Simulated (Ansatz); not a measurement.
**TaN in Ansatz: the effect of functional**

Crystal: TaN.

```
Ta N
1.0
     0.00000    2.16618    2.16618
     2.16618    0.00000    2.16618
     2.16618    2.16618    0.00000
Ta N
1 1
Direct
  0.50000 0.50000 0.50000
  0.00000 0.00000 0.00000
```

The cell comes from a database or a generator and needn't be the stable form of this composition.

The cell isn't the ideal one: volume scaled by 0.94.

Alike in all runs:

| Quantity | Value |
| --- | --- |
| Program | Ansatz 0.2.0 |
| Task | single point |
| Potentials or basis | Ansatz PAW |
| k mesh | 10 × 10 × 10 |
| Occupations | fermi-dirac, width 0.05 eV |
| Spin | no spin polarisation |

| functional | cutoff | pressure (GPa) |
| --- | --- | --- |
| LDA | 420 eV (not typed: the program's choice for these potentials) | 4.1 |
| r2SCAN | 500 eV (not typed: the program's choice for these potentials) | ? |
| PBE | 420 eV (not typed: the program's choice for these potentials) | 21.7 |

Problem. What does the run with functional r2SCAN give?

Solution. Pressure 16.9 GPa.

Caveats: the PAW data sets come from PBE, with cores solved anew for the run's functional, which leaves a small shift of forces and pressure (some runs).
